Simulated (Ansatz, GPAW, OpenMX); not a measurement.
MnS: programs and potentials compared

```xyz
2
Lattice="0.0000 2.6045 2.6045 2.6045 0.0000 2.6045 2.6045 2.6045 0.0000" Properties=species:S:1:pos:R:3 pbc="T T T"
Mn    0.0000    0.0000    0.0000
S     2.6045    2.6045    2.6045
```

Alike in all runs: task band structure; functional LDA; k mesh 7 × 7 × 7; occupations fermi-dirac, width 0.05 eV; collinear spin, ferromagnetic start; no spin-orbit coupling. The measured crystal is an antiferromagnetic insulator; the state found here is the runs' own. LDA stands for any of its common fits. Pressure is positive in compression and, in plane waves, holds the error of the finite cutoff, which Ansatz's Pulay term estimates and takes out.

```tsv
program and potentials	plane-wave cutoff (eV)	notes	pressure (GPa)	net moment per atom (μB)
Ansatz, Ansatz PAW	420	potentials made for PBE, which Ansatz adapts in part	?	?
GPAW, PAW data sets generated for this functional	600	-	-11.44	2.28
OpenMX, OpenMX 2013 LDA set, Mn6.0-s3p2d2, S7.0-s2p2d1f1, grid cutoff 400 Ry	-	atomic basis	-10.27	2.30
```

**Question.** Estimate from the other rows what the run with Ansatz, Ansatz PAW gave.

**Answer.** Pressure -11.55 GPa; net moment per atom 2.29 μB. Its pressure holds a Pulay term of +0.03 GPa. The other rows, which needn't bracket it: pressure -11.44 to -10.27; net moment per atom 2.28 to 2.30.
